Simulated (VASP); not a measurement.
**SrO in VASP: one cell, several levels of theory**

Aim: gap, levels, forces and stress of rocksalt SrO, under +1.0 % equal strain in all directions at fixed geometry. Runs: PBE, r2SCAN. The results are then set beside those of Ansatz 0.2.0 for the same cell.

Code: VASP 6.6.1. PAW datasets, plane waves. The values are computed, spin-unpolarised, and not measurements.

## 1. The system as given

The cell comes from an earlier relaxation with r2SCAN in another program.

The symmetry is Fm-3m (No. 225, cubic); a = 5.211 Å in the conventional setting, 17.69 Å³ an atom. Near Sr stand 6 O at 2.61 Å; near O stand 6 Sr at 2.61 Å.

The structure in full:

```cif
data_structure
_symmetry_space_group_name_H-M 'P 1'
_symmetry_Int_Tables_number 1
_cell_length_a 3.6850
_cell_length_b 3.6850
_cell_length_c 3.6850
_cell_angle_alpha 60.000
_cell_angle_beta 60.000
_cell_angle_gamma 60.000
_cell_volume 35.38
loop_
_atom_site_label
_atom_site_type_symbol
_atom_site_fract_x
_atom_site_fract_y
_atom_site_fract_z
_atom_site_occupancy
Sr1 Sr 0.00000 0.00000 0.00000 1
O1 O 0.50000 0.50000 0.50000 1
```

## 2. PBE at this geometry

INCAR

```
ENCUT = 520.000000
SIGMA = 0.020000
EDIFF = 1.00e-07
GGA = PE
PREC = Accurate
IBRION = -1
ISIF = 2
ISMEAR = -1
NBANDS = 15
NELM = 120
NSW = 0
LASPH = .TRUE.
LCHARG = .FALSE.
LWAVE = .FALSE.
LREAL = .FALSE.
```

KPOINTS

```
KPOINTS created by Atomic Simulation Environment
0
Gamma
8 8 8
0 0 0
```

KPOINTS_OPT

```
special points
7
Reciprocal
0.0000000000 0.0000000000 0.0000000000 1
0.5000000000 0.0000000000 0.5000000000 1
0.6250000000 0.2500000000 0.6250000000 1
0.3750000000 0.3750000000 0.7500000000 1
0.5000000000 0.5000000000 0.5000000000 1
0.5000000000 0.2500000000 0.7500000000 1
0.0000000000 0.5000000000 0.5000000000 1
```

POSCAR

```
Sr O
 1.0000000000000000
     0.0000000000000000    2.6056912490999999    2.6056912490999999
     2.6056912490999999    0.0000000000000000    2.6056912490999999
     2.6056912490999999    2.6056912490999999    0.0000000000000000
 Sr  O
   1   1
Cartesian
  0.0000000000000000  0.0000000000000000  0.0000000000000000
  2.6056912490999999  2.6056912490999999  2.6056912490999999
```

The run uses the recommended PBE PAW datasets (16 valence electrons a neutral cell).

The run is started by

```bash
mpirun -np 1 vasp_std
```

## 3. r2SCAN at this geometry

INCAR

```
ENCUT = 520.000000
SIGMA = 0.010000
EDIFF = 1.00e-07
ALGO = Normal
METAGGA = R2SCAN
PREC = Accurate
IBRION = -1
ISIF = 2
ISMEAR = 0
NBANDS = 15
NELM = 120
NSW = 0
LASPH = .TRUE.
LCHARG = .FALSE.
LWAVE = .FALSE.
LREAL = .FALSE.
```

KPOINTS is that of step 2.

KPOINTS_OPT is that of step 2.

POSCAR is that of step 2.

Before running it: what results should come out? Wanted: for each run, gap; pressure; Ansatz: gap; Ansatz: pressure.

As calculated:

```
 level  gap (eV)  pressure (GPa)  Ansatz: gap (eV)  Ansatz: pressure (GPa)
   PBE      3.28           -0.30              3.33                   -0.78
r2SCAN      3.76           -2.15              3.81                   -2.61
```

In words: The gap runs from 3.28 eV (PBE) to 3.76 eV (r2SCAN). At this one volume the pressure spans -2.2 GPa (r2SCAN) to -0.3 GPa (PBE): PBE wants the largest cell and r2SCAN the smallest. The two programs agree on the gap within 0.06 eV, far less than the spread between functionals. Each program uses its own PAW datasets and cutoff.
